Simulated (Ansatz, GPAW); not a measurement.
**One calculation of Zr, 3 ways**

```xyz
2
Lattice="3.2320 0.0000 0.0000 -1.6160 2.7990 0.0000 0.0000 0.0000 5.1470" Properties=species:S:1:pos:R:3 pbc="T T T"
Zr    1.6160    0.9330    3.8603
Zr    0.0000    1.8660    1.2868
```

Alike in all runs: task single point; functional PBE; k mesh 9 × 9 × 5; occupations gaussian, width 0.017 eV; no spin polarisation; no spin-orbit coupling. Pressure is positive in compression and, in plane waves, holds the error of the finite cutoff, which Ansatz's Pulay term estimates and takes out.

| program and potentials | plane-wave cutoff (eV) | notes | pressure (GPa) |
| --- | --- | --- | --- |
| Ansatz, Ansatz PAW | 420 | - | 0.58 |
| GPAW, GPAW PAW data sets (gpaw-data 1.2.1) | 600 | - | 0.25 |
| Ansatz, all-electron LAPW, scalar-relativistic | - | - | 0.60 |

The pressure spans 0.25 (GPAW, GPAW PAW data sets (gpaw-data 1.2.1)) to 0.60 GPa (Ansatz, all-electron LAPW, scalar-relativistic), with all-electron results at 0.60.

Differences between rows come from potentials, basis sets and numerical settings, since the functional is the same but for its coding. Runs on potential files found faulty are left out.

All three calculations give a small positive pressure, so the cell is slightly compressed relative to the PBE equilibrium volume and would expand a little if relaxed. Against the stiffness of zirconium this is a minor volume mismatch. The near balance is typical of an early transition metal: filling the bonding part of the 4d band pulls the atoms together, while the kinetic energy of the sp electrons and the overlap of the ion cores push them apart.

The Ansatz PAW value of 0.58 GPa almost coincides with the all-electron 0.60 GPa, which suggests that the PAW description adds little error for this property at this geometry. GPAW's 0.25 GPa keeps the sign but implies a slightly smaller equilibrium volume, perhaps through its data set or residual basis-set stress. The direction of the volume change is therefore better supported than its exact size. Because pressure averages the diagonal stresses, it doesn't show whether the hexagonal axial ratio is itself relaxed.
